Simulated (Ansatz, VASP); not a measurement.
# Pb: VASP beside Ansatz

Contents of INCAR:

```
PREC = Accurate
ENCUT = 520
EDIFF = 1E-7
ISMEAR = -1
SIGMA = 0.05
LREAL = False
LASPH = True
NELM = 80
ALGO = Normal
ISIF = 2
LWAVE = False
LCHARG = False
GGA = PE
NBANDS = 21
```

File KPOINTS:

```
Automatic mesh
0
Gamma
  8 8 8
```

POSCAR

```
Pb
1.0
    0.0000000000      3.4100995290      3.4100995290
    3.4100995290      0.0000000000      3.4100995290
    3.4100995290      3.4100995290      0.0000000000
Pb
2
Direct
    0.0000000000      0.0000000000      0.0000000000
    0.2500000000      0.2500000000      0.2500000000
```

Input for Ansatz:

```yaml
crystal:
  lattice:
    - [0.0, 3.410099529, 3.410099529]
    - [3.410099529, 0.0, 3.410099529]
    - [3.410099529, 3.410099529, 0.0]
  atoms:
    - { symbol: Pb, position: [0.0, 0.0, 0.0] }
    - { symbol: Pb, position: [0.25, 0.25, 0.25] }
kpoints:
  mp_grid: { grid: [8, 8, 8] }
scf:
  occupations: { method: fermi_dirac, width: 0.05 }
hamiltonian:
  xc: pbe
  pseudopotentials: { kind: all_electron, lapw: { basis_error: 0.00025 } }
output:
  forces: true
  stress: true
  eigenvalues: true
```

Change from the starting cell: volume scaled by 0.975.

Alike in both runs: task single point; functional PBE; k mesh 8 × 8 × 8; occupations fermi-dirac, width 0.05 eV; no spin polarisation.

```csv
,VASP,Ansatz
version,VASP 6.6.1,Ansatz 0.2.0
potentials or method,"VASP PAW PBE potentials, release 64 (Pb_d)","all-electron LAPW, scalar-relativistic"
plane-wave cutoff (eV),520,see its input
```

|  | VASP | Ansatz | Ansatz less VASP |
| --- | --- | --- | --- |
| pressure (GPa) | 3.3 | 3.3 | +0.06 |

Ansatz ran all-electron here, so the differences hold the error of VASP's frozen core and of both bases.

The runs have no spin-orbit coupling, so splittings on Pb are missing.
